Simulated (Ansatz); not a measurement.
# Aluminium, simple cubic under RPBE: structure, energy and stiffness

The plan for aluminium in the simple cubic structure: relax it, solve it on a dense k-mesh, then scale the cell to 7 volumes from 88 to 112 % of the relaxed one and try a fit of the equation of state. Spin polarisation is left out. The k-meshes are 12×12×12 for the relaxation; 19×19×19 for the dense run; 13×13×13 for the volumes.

This is Al in the simple cubic structure; at room conditions it is fcc.

Computed with Ansatz 0.2.0 (DFT RPBE, plane waves (420 eV) with PAW, scalar-relativistic; PAW files made under PBE, frozen cores solved again for the functional, unless a step says otherwise).

**1. The structure to begin with**

The structure is cubic, space group Pm-3m (No. 221). Conventional cell: a = 2.617 Å, b = 2.617 Å, c = 2.617 Å, α = 90.00°, β = 90.00°, γ = 90.00°. Al (site symmetry m-3m) has 6 Al at 2.62 Å as nearest neighbours.

As a file:

```xyz
1
Lattice="2.6174 0.0000 0.0000 0.0000 2.6174 0.0000 0.0000 0.0000 2.6174" Properties=species:S:1:pos:R:3 pbc="T T T"
Al    0.0000    0.0000    0.0000
```

**2. Relaxation of the cell**

input.yaml reads:

```yaml
crystal:
  lattice:
    - [2.6173666896, 0.0, 0.0]
    - [0.0, 2.6173666896, 0.0]
    - [0.0, 0.0, 2.6173666896]
  atoms:
    - { symbol: Al, position: [0.0, 0.0, 0.0] }
hamiltonian:
  xc: rpbe
  pseudopotentials:
    kind: paw
    azcp:
      Al: "pseudopotentials/Al.paw.azcp"
basis:
  ecutwfc: 420
  fft_grid_basis: typed
kpoints:
  mp_grid: { grid: [12, 12, 12], shift: [0, 0, 0] }
magnetization:
  spin_polarized: false
scf:
  occupations: { method: fermi_dirac, width: 0.1 }
relax:
  max_steps: 60
  f_tol: 0.01
  cell: {}
output:
  write_density: true
  write_potential: true
  elf: true
  volumetric_format: npy
```

Log:

```text
Warning: RAYON_NUM_THREADS=2 ignored (pool sized by the plan → 2); use --threads N
Engine: ansatz 0.2.0, x86_64-unknown-linux-gnu
Pseudopotentials: kind: paw
Pseudopotential: Al, paw, valence charge 3, recommended cutoff 420 eV (normal), <dir>
Functional definition: RPBE
  parameter kappa = 0.804
  parameter beta = 0.06672455060314922
  exchange = rpbe_x(kappa = kappa, mu = beta*pi^2/3)
  correlation = pbe_c(beta = beta)
Crystal: 1 atoms, lattice volume = 17.931 Å³
Basis set: ecut = 420 eV, 365 PW (Γ), exchange–correlation on 36×36×36 points (8 copies of the dense FFT grid, shifted against one another)
Bands: 6, of which v1, the nominal top of the filled ones, is band 2 counted from 1 (1 counted from 0)
Symmetry: 48 space group operations
Space group: Pm-3m (ITA 221), of the structure as read, at distance tolerance 2.6e-5 Å
k-points: 84 of 1728
Non-local potential: Al, projectors of the file, l = 0: 2, l = 1: 2, l = 2: 1
PAW form: soft (Blöchl's): semilocal exchange-correlation on the pseudo side does not see the compensation charge
PAW frozen core: Al, regenerated for the run's functional, and the local potential with it (the file was generated under x = pbe(κ = 0.804, μ = 0.2195149727645171), c = pbe(β = 0.06672455060314922))
PAW one-centre angular grid: Al, 110 points (default); XC on 64 Gauss nodes
Initial density: superposition of atomic densities (neutral atoms: chi_scale 0, normalization atom), corrected by the library's trained network
Initial wavefunctions: pseudopotential atomic-orbital guess
Functional: x = rpbe, c = pbe(β = 0.06672455060314922)
SCF iter   1: F=—  HF=-540.008410 eV  |F-HF|=—  |Δ(HF+E_count)|=         —  Δρ=3.33e-3  dr2=2.70e-3  ethr=1.77e-3  ⟨swp⟩=4.7  Hψ=4484  notcnv=0
preconditioner: auto → none  [metal: Δε(μ)=0.110 eV  Ē_g=12.790 eV  σ=0.100 eV  W_gap=0.27  n_scr=0 (ndim 8)  ℏωp=15.2 eV  f_vac=0.000  D(μ)=0.39/eV (n_scr^D=0)]
SCF iter   2: F=—  HF=-540.007709 eV  |F-HF|=—  |Δ(HF+E_count)|=   7.01e-4  Δρ=1.50e-3  dr2=5.34e-4  ethr=9.01e-5  ⟨swp⟩=1.0  Hψ=1176  notcnv=0
SCF iter   3: F=—  HF=-540.007559 eV  |F-HF|=—  |Δ(HF+E_count)|=   1.49e-4  Δρ=5.07e-5  dr2=2.39e-7  ethr=1.78e-5  ⟨swp⟩=1.9  Hψ=664  notcnv=0
SCF iter   4: F=—  HF=-540.007564 eV  |F-HF|=—  |Δ(HF+E_count)|=   4.20e-6  Δρ=1.19e-5  dr2=2.02e-8  ethr=7.97e-9  ⟨swp⟩=2.0  Hψ=680  notcnv=0
iter 5 did not close the SCF: its close was put off for the readings that it lacked (scf_convergence_deferred on its scf_iter line)
SCF iter   5: F=-540.007564 eV  HF=-540.007564 eV  |F-HF|=1.68e-10  |Δ(HF+E_count)|=   1.23e-8  Δρ=1.22e-6  dr2=1.90e-10  ethr=6.74e-10  ⟨swp⟩=1.9  Hψ=669  notcnv=0
SCF iter   6: F=-540.007564 eV  HF=-540.007564 eV  |F-HF|=1.82e-12  |Δ(HF+E_count)|=  1.81e-10  Δρ=1.00e-7  dr2=6.80e-13  ethr=6.32e-12  ⟨swp⟩=3.0  Hψ=1670  notcnv=0
SCF 1 converged in 6 iterations: F = -540.007564 eV  dr2 = 6.80e-13
relax step   1: F+E_penalty+E_count = -540.00756358 eV  Δ(F+E_penalty+E_count) = +0.000e0 eV  max|allowed force component| = 0.000e0 eV/Å  Δτ_max = 0.0000 Å  P = +9.946 GPa  Ω = 17.931 Å³  (6 SCF iters, accepted)
Crystal: 1 atoms, lattice volume = 20.013 Å³
Basis set: ecut = 420 eV, 389 PW (Γ), exchange–correlation on 36×36×36 points (8 copies of the dense FFT grid, shifted against one another)
Initial density: handed on by an earlier stage of this run
Initial wavefunctions: those handed on with the density
iter 1 solved again at ethr=2.02e-5 eV; its pass at ethr=3.10e-3 eV (dr2=6.07e-4 eV) is discarded
SCF iter   1: F=—  HF=-540.077046 eV  |F-HF|=—  |Δ(HF+E_count)|=         —  Δρ=1.80e-3  dr2=6.17e-4  ethr=2.02e-5  ⟨swp⟩=1.0  Hψ=5302  notcnv=0
preconditioner: auto → none  [metal: Δε(μ)=0.096 eV  Ē_g=11.984 eV  σ=0.100 eV  W_gap=0.24  n_scr=0 (ndim 8)  ℏωp=14.4 eV  f_vac=0.000  D(μ)=0.48/eV (n_scr^D=0)]
SCF iter   2: F=—  HF=-540.076271 eV  |F-HF|=—  |Δ(HF+E_count)|=   7.75e-4  Δρ=9.16e-4  dr2=1.53e-4  ethr=2.02e-5  ⟨swp⟩=1.0  Hψ=506  notcnv=0
SCF iter   3: F=—  HF=-540.076047 eV  |F-HF|=—  |Δ(HF+E_count)|=   2.24e-4  Δρ=2.87e-5  dr2=1.56e-7  ethr=5.11e-6  ⟨swp⟩=2.0  Hψ=609  notcnv=0
SCF iter   4: F=—  HF=-540.075914 eV  |F-HF|=—  |Δ(HF+E_count)|=   1.33e-4  Δρ=7.23e-6  dr2=9.26e-9  ethr=3.33e-9  ⟨swp⟩=6.8  Hψ=1573  notcnv=0
SCF iter   5: F=-540.075914 eV  HF=-540.075914 eV  |F-HF|=3.33e-11  |Δ(HF+E_count)|=   4.17e-9  Δρ=1.14e-6  dr2=2.75e-10  ethr=3.09e-10  ⟨swp⟩=3.8  Hψ=1718  notcnv=0
SCF 2 converged in 5 iterations: F = -540.075914 eV  dr2 = 2.75e-10
relax step   2: F+E_penalty+E_count = -540.07591385 eV  Δ(F+E_penalty+E_count) = -6.835e-2 eV  max|allowed force component| = 0.000e0 eV/Å  Δτ_max = 0.0000 Å  P = +1.457 GPa  Ω = 20.013 Å³  energy of the carried Pulay correction = -5.810e-4 eV  (5 SCF iters, dr2 threshold 1.00e-7 eV, accepted)
Crystal: 1 atoms, lattice volume = 20.420 Å³
iter 1 solved again at ethr=4.70e-7 eV; its pass at ethr=3.10e-3 eV (dr2=1.41e-5 eV) is discarded
SCF iter   1: F=—  HF=-540.078155 eV  |F-HF|=—  |Δ(HF+E_count)|=         —  Δρ=2.99e-4  dr2=1.79e-5  ethr=4.70e-7  ⟨swp⟩=2.0  Hψ=5001  notcnv=0
preconditioner: auto → none  [metal: Δε(μ)=0.087 eV  Ē_g=11.840 eV  σ=0.100 eV  W_gap=0.21  n_scr=0 (ndim 8)  ℏωp=14.2 eV  f_vac=0.000  D(μ)=0.49/eV (n_scr^D=0)]
SCF iter   2: F=—  HF=-540.077982 eV  |F-HF|=—  |Δ(HF+E_count)|=   1.73e-4  Δρ=1.53e-4  dr2=4.43e-6  ethr=4.70e-7  ⟨swp⟩=1.6  Hψ=573  notcnv=0
SCF iter   3: F=-540.077976 eV  HF=-540.077976 eV  |F-HF|=3.74e-9  |Δ(HF+E_count)|=   6.28e-6  Δρ=4.49e-6  dr2=3.37e-9  ethr=3.33e-9  ⟨swp⟩=5.0  Hψ=1912  notcnv=0
SCF 3 converged in 3 iterations: F = -540.077976 eV  dr2 = 3.37e-9
relax step   3: F+E_penalty+E_count = -540.07797576 eV  Δ(F+E_penalty+E_count) = -2.062e-3 eV  max|allowed force component| = 0.000e0 eV/Å  Δτ_max = 0.0000 Å  P = +0.271 GPa  Ω = 20.420 Å³  energy of the carried Pulay correction = -6.871e-4 eV  (3 SCF iters, dr2 threshold 1.00e-7 eV, accepted)
Crystal: 1 atoms, lattice volume = 20.515 Å³
iter 1 solved again at ethr=2.59e-8 eV; its pass at ethr=3.10e-3 eV (dr2=7.77e-7 eV) is discarded
SCF iter   1: F=—  HF=-540.078190 eV  |F-HF|=—  |Δ(HF+E_count)|=         —  Δρ=7.00e-5  dr2=9.78e-7  ethr=2.59e-8  ⟨swp⟩=2.0  Hψ=4871  notcnv=0
preconditioner: auto → none  [metal: Δε(μ)=0.085 eV  Ē_g=11.807 eV  σ=0.100 eV  W_gap=0.21  n_scr=0 (ndim 8)  ℏωp=14.2 eV  f_vac=0.000  D(μ)=0.50/eV (n_scr^D=0)]
SCF iter   2: F=—  HF=-540.078035 eV  |F-HF|=—  |Δ(HF+E_count)|=   1.55e-4  Δρ=3.65e-5  dr2=2.42e-7  ethr=2.59e-8  ⟨swp⟩=2.0  Hψ=631  notcnv=0
SCF iter   3: F=-540.078035 eV  HF=-540.078035 eV  |F-HF|=6.74e-10  |Δ(HF+E_count)|=   2.85e-7  Δρ=2.03e-6  dr2=3.94e-10  ethr=3.33e-9  ⟨swp⟩=6.5  Hψ=1529  notcnv=0
SCF 4 converged in 3 iterations: F = -540.078035 eV  dr2 = 3.94e-10
relax step   4: F+E_penalty+E_count = -540.07803452 eV  Δ(F+E_penalty+E_count) = -5.876e-5 eV  max|allowed force component| = 0.000e0 eV/Å  Δτ_max = 0.0000 Å  P = +0.010 GPa  Ω = 20.515 Å³  energy of the carried Pulay correction = -7.116e-4 eV  (3 SCF iters, dr2 threshold 1.00e-7 eV, accepted)
Basis set: ecut = 420 eV, 389 PW (Γ), exchange–correlation on 40×40×40 points (8 copies of the dense FFT grid, shifted against one another)
Initial wavefunctions: pseudopotential atomic-orbital guess (no wavefunctions were taken with the density)
iter 1 solved again at ethr=2.60e-8 eV; its pass at ethr=3.10e-3 eV (dr2=7.80e-7 eV) is discarded
SCF iter   1: F=—  HF=-540.079432 eV  |F-HF|=—  |Δ(HF+E_count)|=         —  Δρ=1.15e-4  dr2=2.63e-7  ethr=2.60e-8  ⟨swp⟩=2.9  Hψ=5966  notcnv=0
SCF iter   2: F=—  HF=-540.079493 eV  |F-HF|=—  |Δ(HF+E_count)|=   6.10e-5  Δρ=5.88e-5  dr2=6.66e-8  ethr=8.77e-9  ⟨swp⟩=2.0  Hψ=631  notcnv=0
SCF iter   3: F=—  HF=-540.079495 eV  |F-HF|=—  |Δ(HF+E_count)|=   1.57e-6  Δρ=2.60e-6  dr2=9.73e-10  ethr=2.22e-9  ⟨swp⟩=2.0  Hψ=636  notcnv=0
SCF iter   4: F=-540.079495 eV  HF=-540.079495 eV  |F-HF|=9.89e-12  |Δ(HF+E_count)|=   1.27e-9  Δρ=2.43e-7  dr2=7.14e-12  ethr=1.00e-12  ⟨swp⟩=3.1  Hψ=1663  notcnv=0
SCF 5 converged in 4 iterations: F = -540.079495 eV  dr2 = 7.14e-12
relax step   5: F+E_penalty+E_count = -540.07949503 eV  Δ(F+E_penalty+E_count) = -1.461e-3 eV  max|allowed force component| = 0.000e0 eV/Å  Δτ_max = 0.0000 Å  P = +0.110 GPa  Ω = 20.515 Å³  stress off target by 1.10e-1 GPa  SCF on the basis re-selected at this cell (its energy is not comparable with the rows above)  (4 SCF iters)
basis re-selected at this cell: Δ(F+E_penalty+E_count) = -1.461e-3 eV, ΔP = +0.100 GPa vs the last step (what re-selecting the basis moved, of the pressure what is left beyond the Pulay correction that the steps carried, after the strain that the cell walked since its last selection, with what the two solves' SCF thresholds leave and, on support functions, any second-order correction that the steps lacked; it is no measure of the basis error at this ecutwfc). The dense FFT grid was sized anew with the basis: this SCF ran on 20×20×20 points, the steps before it on 18×18×18, so part of this shift can come from that change (see relax.cell in the input reference). This SCF's stress stands 1.10e-1 GPa from its target on what of the cell is left free (relax.cell.stress_tol is 5.00e-2 GPa) and its largest allowed force component is 0.00e0 eV/Å (relax.f_tol is 1.00e-2 eV/Å): not within both, so this SCF does not close the relaxation
Crystal: 1 atoms, lattice volume = 20.556 Å³
iter 1 solved again at ethr=4.12e-9 eV; its pass at ethr=3.10e-3 eV (dr2=1.24e-7 eV) is discarded
SCF iter   1: F=—  HF=-540.079438 eV  |F-HF|=—  |Δ(HF+E_count)|=         —  Δρ=2.86e-5  dr2=1.56e-7  ethr=4.12e-9  ⟨swp⟩=2.0  Hψ=4883  notcnv=0
preconditioner: auto → none  [metal: Δε(μ)=0.084 eV  Ē_g=11.793 eV  σ=0.100 eV  W_gap=0.21  n_scr=0 (ndim 8)  ℏωp=14.2 eV  f_vac=0.000  D(μ)=0.50/eV (n_scr^D=0)]
SCF iter   2: F=—  HF=-540.079496 eV  |F-HF|=—  |Δ(HF+E_count)|=   5.77e-5  Δρ=1.45e-5  dr2=4.23e-8  ethr=4.12e-9  ⟨swp⟩=2.0  Hψ=632  notcnv=0
SCF iter   3: F=-540.079496 eV  HF=-540.079496 eV  |F-HF|=1.76e-10  |Δ(HF+E_count)|=   5.88e-8  Δρ=1.66e-6  dr2=5.18e-10  ethr=1.01e-9  ⟨swp⟩=5.7  Hψ=1412  notcnv=0
SCF 6 converged in 3 iterations: F = -540.079496 eV  dr2 = 5.18e-10
relax step   6: F+E_penalty+E_count = -540.07949551 eV  Δ(F+E_penalty+E_count) = -4.816e-7 eV  max|allowed force component| = 0.000e0 eV/Å  Δτ_max = 0.0000 Å  P = +0.003 GPa  Ω = 20.556 Å³  energy of the carried Pulay correction = -1.365e-5 eV  (3 SCF iters, dr2 threshold 3.02e-8 eV, accepted)
iter 1 solved again at ethr=1.21e-8 eV; its pass at ethr=3.10e-3 eV (dr2=3.63e-7 eV) is discarded
SCF iter   1: F=—  HF=-540.079455 eV  |F-HF|=—  |Δ(HF+E_count)|=         —  Δρ=4.90e-6  dr2=2.90e-9  ethr=1.21e-8  ⟨swp⟩=3.1  Hψ=6016  notcnv=0
SCF iter   2: F=—  HF=-540.079513 eV  |F-HF|=—  |Δ(HF+E_count)|=   5.78e-5  Δρ=1.13e-6  dr2=5.44e-11  ethr=9.66e-11  ⟨swp⟩=2.2  Hψ=667  notcnv=0
SCF iter   3: F=—  HF=-540.079513 eV  |F-HF|=—  |Δ(HF+E_count)|=  2.66e-10  Δρ=6.34e-7  dr2=1.51e-11  ethr=1.00e-12  ⟨swp⟩=5.0  Hψ=1582  notcnv=0
SCF iter   4: F=-540.079513 eV  HF=-540.079513 eV  |F-HF|=1.14e-13  |Δ(HF+E_count)|=  1.28e-10  Δρ=2.94e-8  dr2=2.09e-13  ethr=1.00e-12  ⟨swp⟩=4.8  Hψ=1273  notcnv=0
SCF 7 converged in 4 iterations: F = -540.079513 eV  dr2 = 2.09e-13
relax step   7: F+E_penalty+E_count = -540.07951290 eV  Δ(F+E_penalty+E_count) = -1.739e-5 eV  max|allowed force component| = 0.000e0 eV/Å  Δτ_max = 0.0000 Å  P = +0.003 GPa  Ω = 20.556 Å³  stress off target by 3.25e-3 GPa  SCF on the basis re-selected at this cell (its energy is not comparable with the rows above)  (4 SCF iters)
basis re-selected at this cell: Δ(F+E_penalty+E_count) = -1.739e-5 eV, ΔP = +0.001 GPa vs the last step (what re-selecting the basis moved, of the pressure what is left beyond the Pulay correction that the steps carried, after the strain that the cell walked since its last selection, with what the two solves' SCF thresholds leave and, on support functions, any second-order correction that the steps lacked; it is no measure of the basis error at this ecutwfc). This SCF's stress stands 3.25e-3 GPa from its target on what of the cell is left free (relax.cell.stress_tol is 5.00e-2 GPa) and its largest allowed force component is 0.00e0 eV/Å (relax.f_tol is 1.00e-2 eV/Å): within both
SCF converged after 4 iterations
Free energy (F): -540.079513 eV
Harris-Foulkes:  -540.079513 eV  (|F-HF|=1.14e-13)
Internal energy: -540.062575 eV  (E = F + TS)
E sigma→0 (E₀):  -540.071044 eV
Entropy (-TS):   -0.016938 eV (-16.938 meV/atom)
Fermi energy:    5.510275 eV
--- Per-component energies (eV) ---
  E_band       = 5.543575
  E_kinetic    = 20.636700
  E_local      = 4.347778  (includes V_loc(G=0)·N_el)
  E_nonlocal   = 10.474757
  E_hartree    = 0.433244
  E_xc         = -38.733656
  E_vxc        = -27.346987  (∫ρ·V_xc dr)
  E_paw        = -470.088169  (= ΣΔE_a)
  E_vpaw       = -3.435160  (= ΣTr[D̂ρ^β])
  E_aug_tail   = -0.000001  (compensation charges beyond the density's cutoff)
  E_ewald      = -67.115966
  E_core_change = -0.017261  (= ΣΔE_core)
  E_smearing   = -0.016938  (= −TS)
  E_closure    = 0.000000  (closes the sum)
  Σ components = -540.079513   (vs F -540.079513, Δ=0.00e0)
--- Forces (eV/Å), atoms counted from 1 ---
  atom   1  Al     0.00000000     0.00000000     0.00000000
  max |Σ_I F_I| component: 2.57e-34 eV/Å
--- Stress (GPa, compression-positive) ---
        0.003246       0.000000       0.000000
        0.000000       0.003246      -0.000000
        0.000000      -0.000000       0.003246
  P = ⅓ Tr σ = 0.0032 GPa (0.032 kbar)
--- Band table (eV; the first three rows and the last of 84) ---
  k-point 0: bands = ["-3.9092", "13.4150", "13.4150", "14.5504", "14.5504", "14.5504"]
  k-point 1: bands = ["-3.7738", "11.4600", "13.5283", "14.6640", "14.6640", "16.2282"]
  k-point 2: bands = ["-3.3690", "9.0416", "13.8611", "15.0056", "15.0056", "17.7891"]
  k-point 83: bands = ["8.3521", "8.3521", "8.3521", "11.0525", "11.0525", "11.0525"]
--- Relaxed structure (5 steps of the walk, 5 accepted, 2 SCFs on fresh bases) ---
  F+E_penalty+E_count = -540.07951290 eV   max|allowed force component| = 0.000e0 eV/Å   (the final SCF, on the basis selected at the relaxed cell)
  cell:  # Å, volume = 20.5556 Å³
    - [2.7393235937938507, -3.334266216220402e-33, 2.8246972517679455e-33]
    - [-3.591056875472033e-33, 2.7393235937938507, 0.0]
    - [3.59506922952284e-33, 0.0, 2.7393235937938507]
  atoms:
    - { symbol: Al, position: [0.0, 0.0, 0.0] }
```

It took 1.6 s on 2 threads of AMD EPYC 9R45 (Zen 5), shared host; peak memory 0.34 GiB.

The steps of the relaxation:

| step | energy change (meV/atom) | largest force (eV/Å) | pressure (GPa) | volume (Å³/atom) |
| --- | --- | --- | --- | --- |
| 1 | 0.00 | 0.0000 | 9.95 | 17.931 |
| 2 | -68.35 | 0.0000 | 1.46 | 20.013 |
| 3 | -70.41 | 0.0000 | 0.27 | 20.420 |
| 4 | -70.47 | 0.0000 | 0.01 | 20.515 |
| 5 | -71.93 | 0.0000 | 0.11 | 20.515 |
| 6 | -71.93 | 0.0000 | 0.00 | 20.556 |
| 7 | -71.95 | 0.0000 | 0.00 | 20.556 |

Steps that repeat a cell are solved on a basis chosen anew, so their changes of energy are no gain of the relaxation.

Changes in the cell that was computed:

|  | before | after | change |
| --- | --- | --- | --- |
| a (Å) | 2.617 | 2.739 | +4.7 % |
| b (Å) | 2.617 | 2.739 | +4.7 % |
| c (Å) | 2.617 | 2.739 | +4.7 % |
| volume (Å³/atom) | 17.931 | 20.556 | +14.6 % |
| shortest distance (Å) | 2.617 | 2.739 | +4.7 % |
| space group (spins left aside) | Pm-3m | Pm-3m | same |

**3. Dense single point**

input.yaml reads:

```yaml
crystal:
  lattice:
    - [2.7393235938, 0.0, 0.0]
    - [0.0, 2.7393235938, 0.0]
    - [0.0, 0.0, 2.7393235938]
  atoms:
    - { symbol: Al, position: [0.0, 0.0, 0.0] }
hamiltonian:
  xc: rpbe
  pseudopotentials:
    kind: paw
    azcp:
      Al: "pseudopotentials/Al.paw.azcp"
basis:
  ecutwfc: 420
  fft_grid_basis: typed
kpoints:
  mp_grid: { grid: [19, 19, 19], shift: [0, 0, 0] }
magnetization:
  spin_polarized: false
scf:
  occupations: { method: fermi_dirac, width: 0.1 }
```

Log, cut to the lines that bear on the results:

```text
Warning: RAYON_NUM_THREADS=2 ignored (pool sized by the plan → 2); use --threads N
[...]
[... 3 set-up lines as earlier in the session ...]
[...]
Crystal: 1 atoms, lattice volume = 20.556 Å³
Basis set: ecut = 420 eV, 389 PW (Γ)
Bands: 6, of which v1, the nominal top of the filled ones, is band 2 counted from 1 (1 counted from 0)
[... 1 set-up line as earlier in the session ...]
Space group: Pm-3m (ITA 221), of the structure as read, at distance tolerance 2.7e-5 Å
k-points: 220 of 6859
[...]
SCF iter   1: F=—  HF=-540.081173 eV  |F-HF|=—  |Δ(HF+E_count)|=         —  Δρ=3.32e-3  dr2=3.40e-3  ethr=1.77e-3  ⟨swp⟩=4.6  Hψ=11684  notcnv=0
[...]
SCF iter   6: F=-540.080175 eV  HF=-540.080175 eV  |F-HF|=2.27e-13  |Δ(HF+E_count)|=  1.21e-10  Δρ=2.48e-8  dr2=9.34e-14  ethr=1.84e-12  ⟨swp⟩=1.0  Hψ=3652  notcnv=0
[...]
SCF converged after 6 iterations
Free energy (F): -540.080175 eV
[...]
E sigma→0 (E₀):  -540.071544 eV
Entropy (-TS):   -0.017262 eV (-17.262 meV/atom)
Fermi energy:    5.506119 eV
[...]
```

Run time: 0.51 s. Hardware: 2 threads of AMD EPYC 9R45 (Zen 5), shared host; peak memory 0.33 GiB.

**4. Volume × 0.88**

input.yaml reads:

```yaml
crystal:
  lattice:
    - [2.6250498924, 0.0, 0.0]
    - [0.0, 2.6250498924, 0.0]
    - [0.0, 0.0, 2.6250498924]
  atoms:
    - { symbol: Al, position: [0.0, 0.0, 0.0] }
hamiltonian:
  xc: rpbe
  pseudopotentials:
    kind: paw
    azcp:
      Al: "pseudopotentials/Al.paw.azcp"
basis:
  ecutwfc: 420
  fft_grid_basis: typed
kpoints:
  mp_grid: { grid: [13, 13, 13], shift: [0, 0, 0] }
magnetization:
  spin_polarized: false
scf:
  occupations: { method: fermi_dirac, width: 0.1 }
  lower_state_search: "off"
output:
  stress: true
```

Log, cut to the lines that bear on the results:

```text
Warning: RAYON_NUM_THREADS=2 ignored (pool sized by the plan → 2); use --threads N
[...]
[... 3 set-up lines as earlier in the session ...]
[...]
Crystal: 1 atoms, lattice volume = 18.089 Å³
Basis set: ecut = 420 eV, 365 PW (Γ)
Bands: 6, of which v1, the nominal top of the filled ones, is band 2 counted from 1 (1 counted from 0)
[... 2 set-up lines as earlier in the session ...]
k-points: 84 of 2197
[...]
SCF iter   1: F=—  HF=-540.014022 eV  |F-HF|=—  |Δ(HF+E_count)|=         —  Δρ=3.25e-3  dr2=2.59e-3  ethr=1.77e-3  ⟨swp⟩=4.7  Hψ=4450  notcnv=0
[...]
SCF iter   6: F=-540.013213 eV  HF=-540.013213 eV  |F-HF|=2.27e-13  |Δ(HF+E_count)|=  7.72e-11  Δρ=2.87e-8  dr2=1.15e-13  ethr=1.82e-12  ⟨swp⟩=1.0  Hψ=1391  notcnv=0
[...]
SCF converged after 6 iterations
Free energy (F): -540.013213 eV
[...]
E sigma→0 (E₀):  -540.004918 eV
Entropy (-TS):   -0.016590 eV (-16.590 meV/atom)
Fermi energy:    6.673135 eV
[...]
--- Stress (GPa, compression-positive) ---
        9.268013       0.000000      -0.000000
       -0.000000       9.268013       0.000000
        0.000000       0.000000       9.268013
  P = ⅓ Tr σ = 9.2680 GPa (92.680 kbar)
```

Run time: 0.33 s. Hardware: 2 threads of AMD EPYC 9R45 (Zen 5), shared host; peak memory 0.31 GiB.

**5. Volume × 0.92**

Changes to input.yaml since step 4:

```diff
@@ -2,5 +2,5 @@
   lattice:
-    - [2.6250498924, 0.0, 0.0]
-    - [0.0, 2.6250498924, 0.0]
-    - [0.0, 0.0, 2.6250498924]
+    - [2.6642355187, 0.0, 0.0]
+    - [0.0, 2.6642355187, 0.0]
+    - [0.0, 0.0, 2.6642355187]
   atoms:
```

Log, cut to the lines that bear on the results:

```text
Warning: RAYON_NUM_THREADS=2 ignored (pool sized by the plan → 2); use --threads N
[...]
[... 3 set-up lines as earlier in the session ...]
[...]
Crystal: 1 atoms, lattice volume = 18.911 Å³
Basis set: ecut = 420 eV, 365 PW (Γ)
Bands: 6, of which v1, the nominal top of the filled ones, is band 2 counted from 1 (1 counted from 0)
[... 2 set-up lines as earlier in the session ...]
k-points: 84 of 2197
[...]
SCF iter   1: F=—  HF=-540.051626 eV  |F-HF|=—  |Δ(HF+E_count)|=         —  Δρ=3.33e-3  dr2=2.95e-3  ethr=1.77e-3  ⟨swp⟩=4.7  Hψ=4444  notcnv=0
[...]
SCF iter   6: F=-540.050734 eV  HF=-540.050734 eV  |F-HF|=0.00e0  |Δ(HF+E_count)|=  1.07e-10  Δρ=3.03e-8  dr2=1.30e-13  ethr=1.87e-12  ⟨swp⟩=1.0  Hψ=1393  notcnv=0
[...]
SCF converged after 6 iterations
Free energy (F): -540.050734 eV
[...]
E sigma→0 (E₀):  -540.042045 eV
Entropy (-TS):   -0.017378 eV (-17.378 meV/atom)
Fermi energy:    6.257660 eV
[...]
--- Stress (GPa, compression-positive) ---
        5.488983       0.000000       0.000000
        0.000000       5.488983      -0.000000
        0.000000      -0.000000       5.488983
  P = ⅓ Tr σ = 5.4890 GPa (54.890 kbar)
```

Run time: 0.32 s. Hardware: 2 threads of AMD EPYC 9R45 (Zen 5), shared host; peak memory 0.31 GiB.

[end of part 1 of 2]
